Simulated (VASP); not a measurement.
The system is Li.

```
Li
1.0
    -1.75465    1.75465    1.75465
     1.75465   -1.75465    1.75465
     1.75465    1.75465   -1.75465
Li
1
Direct
  0.00000 0.00000 0.00000
```

- Program: VASP 6.6.1
- Task: relaxation of cell and atoms
- Functional: PBE
- Potentials or basis: VASP PAW PBE potentials, release 64 (Li_sv)
- Cutoff: 600 eV
- k mesh: 16 × 16 × 16
- Occupations: gaussian, width 0.1 eV
- Spin: no spin polarisation

At the start: pressure -0.9 GPa; volume 21.61 Å³/atom.

Question: How do energy, volume and symmetry change on relaxing?

Answer: Over 5 steps the energy falls by 4.7 meV/atom and the volume is 20.07 Å³/atom (-7.1 %); space group Im-3m (No. 229, to 0.05 Å).

The path:
| step | energy change (eV) | largest force (eV/Å) | pressure (GPa) | volume (Å³) |
| --- | --- | --- | --- | --- |
| 1 | 0.0000 | 0.0000 | -0.90 | 21.61 |
| 2 | -0.0019 | 0.0000 | -0.71 | 21.23 |
| 3 | -0.0044 | 0.0000 | -0.25 | 20.43 |
| 4 | -0.0016 | 0.0000 | 0.91 | 18.89 |
| 5 | -0.0047 | 0.0000 | -0.03 | 20.07 |

Final structure:
```
Li
1.0
    -1.71202    1.71202    1.71202
     1.71202   -1.71202    1.71202
     1.71202    1.71202   -1.71202
Li
1
Direct
  0.00000 0.00000 0.00000
```

Caveat: the cutoff is under 1.25 times the usual one of these potentials, so pressure, stress and relaxed cells hold a basis-set (Pulay) error.
